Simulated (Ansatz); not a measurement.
**PbTe: band gap under strain**

How does strain move the band edges of PbTe built on the rocksalt prototype, and do the functionals agree on it? States: +5.2 % shear in the xy plane; -4.2 % strain along x alone; -2.8 % biaxial strain in x and y, free along z.

Program: Ansatz 0.2.0. PAW datasets, plane waves. Computed at 0 K without zero-point motion; spin polarisation is off.

### 1 Starting point

The unstrained cell was relaxed with r2SCAN; in each strained cell the atoms were relaxed again with r2SCAN. Names of k-points are those of the unstrained zone, where strain can split equivalent points. First state: +5.2 % shear in the xy plane.

It is orthorhombic, Immm (No. 71); a = 4.500 Å, b = 4.743 Å, c = 6.536 Å in the conventional setting, 34.87 Å³ an atom. Pb has 6 Te at 3.27 Å; Te has 6 Pb at 3.27 Å.

Coordinates:

```
Pb Te
1.0
     0.08578    3.26784    3.26784
     3.26784    0.08578    3.26784
     3.35362    3.35362    0.00000
Pb Te
1 1
Direct
  0.00000 0.00000 0.00000
  0.50000 0.50000 0.50000
```

### 2 +5.2 % shear in the xy plane: PBE

Contents of input.yaml:

```yaml
crystal:
  lattice:
    - [0.0857807174, 3.267836852, 3.267836852]
    - [3.267836852, 0.0857807174, 3.267836852]
    - [3.3536175694, 3.3536175694, 0.0]
  atoms:
    - { symbol: Pb, position: [0.0, 0.0, 0.0] }
    - { symbol: Te, position: [0.5, 0.5, 0.5] }
kpoints:
  mp_grid: { grid: [8, 8, 8] }
  band_path:
    path:
      - [0.0, 0.0, 0.0]
      - [0.5, 0.0, 0.5]
      - [0.625, 0.25, 0.625]
      - [0.375, 0.375, 0.75]
      - [0.5, 0.5, 0.5]
      - [0.5, 0.25, 0.75]
      - [0.0, 0.0, 0.5]
      - [0.0, 0.5, 0.0]
    npoints: 1
hamiltonian:
  xc: pbe
scf:
  occupations: { method: fermi_dirac, width: 0.02 }
  n_extra_bands: 4
output:
  forces: true
  stress: true
  eigenvalues: true
```

On the command line:

```sh
$ ansatz run input.yaml --threads 4 --pin off --max-ram 3686MiB --backend cpu --events-out ev --progress --plain --runs-dir out
```

Further steps of the session: +5.2 % shear in the xy plane: r2SCAN; +5.2 % shear in the xy plane: HSE06; -4.2 % strain along x alone: PBE; -4.2 % strain along x alone: r2SCAN; -4.2 % strain along x alone: HSE06; -2.8 % biaxial strain in x and y, free along z: PBE; -2.8 % biaxial strain in x and y, free along z: r2SCAN; -2.8 % biaxial strain in x and y, free along z: HSE06.

Q: Predict the outcome of this session.

As calculated:

Least gap in eV (negative: overlap):

```
                                         state   PBE  r2SCAN  HSE06
                  +5.2 % shear in the xy plane  0.53    0.79   0.90
                   -4.2 % strain along x alone  0.61    0.88   0.99
-2.8 % biaxial strain in x and y, free along z  0.64    0.91   1.01
```

In words: Where both were run, the HSE06 gap lies +0.37 to +0.38 eV from PBE's, each on its own k points. In PBE the gap is least under +5.2 % shear in the xy plane (0.53 eV) and largest under -2.8 % biaxial strain in x and y, free along z (0.64 eV). Spin-orbit coupling is left out of the table, though the cell holds Pb (Z = 82); in an element this heavy it can shift bands and gaps by tenths of an eV.
